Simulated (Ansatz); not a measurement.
# Ga: the cost of one run

Computed with Ansatz 0.2.0 (DFT PBE, scalar-relativistic, unless a step's input says otherwise).

### Step 1. The system as given

The structure is tetragonal, space group I4/mmm (No. 139). Conventional cell: a = 2.808 Å, b = 2.808 Å, c = 4.458 Å, α = 90.00°, β = 90.00°, γ = 90.00°. Around Ga (site symmetry 4/mmm) lie 12 Ga at 2.81 to 2.99 Å.

Coordinates:

```
CELL_PARAMETERS angstrom
-1.40400 1.40400 2.22900
1.40400 -1.40400 2.22900
1.40400 1.40400 -2.22900
ATOMIC_POSITIONS crystal
Ga 0.00000 0.00000 0.00000
```

### Step 2. After the deformation

Space group I4/mmm before, I4/mmm after.

### Step 3. LAPW, all electrons

input.yaml

```yaml
crystal:
  lattice:
    - [-1.404, 1.404, 2.29587]
    - [1.404, -1.404, 2.29587]
    - [1.404, 1.404, -2.29587]
  atoms:
    - { symbol: Ga, position: [0.0, 0.0, 0.0] }
kpoints:
  mp_grid: { grid: [14, 14, 16] }
  band_path:
    path:
      - [0.0, 0.0, 0.0]
      - [0.0, 0.0, 0.5]
      - [0.25, 0.25, 0.25]
      - [0.0, 0.5, 0.0]
      - [0.0, 0.0, 0.0]
      - [0.5, 0.5, -0.5]
      - [0.3434931167, 0.6565068833, -0.3434931167]
      - [-0.3434931167, 0.3434931167, 0.3434931167]
      - [0.0, 0.0, 0.0]
    npoints: 5
scf:
  occupations: { method: fermi_dirac, width: 0.05 }
hamiltonian:
  xc: pbe
  pseudopotentials: { kind: all_electron, lapw: { basis_error: 0.00025 } }
output:
  forces: true
  stress: true
  eigenvalues: true
```

The run is started by

```sh
$ ansatz run input.yaml --threads 1 --pin off --max-ram 3072MiB --backend cpu --events-out ev --progress --plain --runs-dir out
```

**Question.** How long does this run take on 1 thread of Arm Neoverse V1, shared host, and how much memory does it need?

About 59 s, with a peak of 0.82 GiB.
